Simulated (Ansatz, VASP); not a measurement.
# Two plane-wave programs on Si

```
Si
1.0
     0.00000    2.73505    2.73505
     2.73505    0.00000    2.73505
     2.73505    2.73505    0.00000
Si
2
Cartesian
  4.1026 4.1026 4.1026
  2.7350 2.7350 2.7350
```

Alike in both runs: functional PBE; k mesh 8 × 8 × 8; occupations gaussian, width 0.02 eV; no spin polarisation.

Ansatz relaxed the structure, and its values are those at the end. VASP's run is a single point on that final structure, the one shown.

|  | VASP | Ansatz |
| --- | --- | --- |
| version | VASP 6.6.1 | Ansatz 0.2.0 |
| potentials or method | VASP PAW PBE potentials, release 64 (Si) | scalar-relativistic, plane waves, PAW |
| plane-wave cutoff (eV) | 520 | 420 |
| valence electrons in the cell | 8 | 8 |

|  | VASP | Ansatz | Ansatz less VASP |
| --- | --- | --- | --- |
| gap on the k mesh at the Fermi level (eV) | 0.65 | 0.65 | -0.003 |
| least direct gap on the mesh (eV) | 2.56 | 2.55 | -0.005 |
| pressure (GPa) | -0.1 | 0.0 | +0.08 |

With one functional, cell and mesh, what is left measures potentials, basis and numerics.

A k mesh can miss the band edges. As with any semilocal functional, this PBE gap is likely too small.
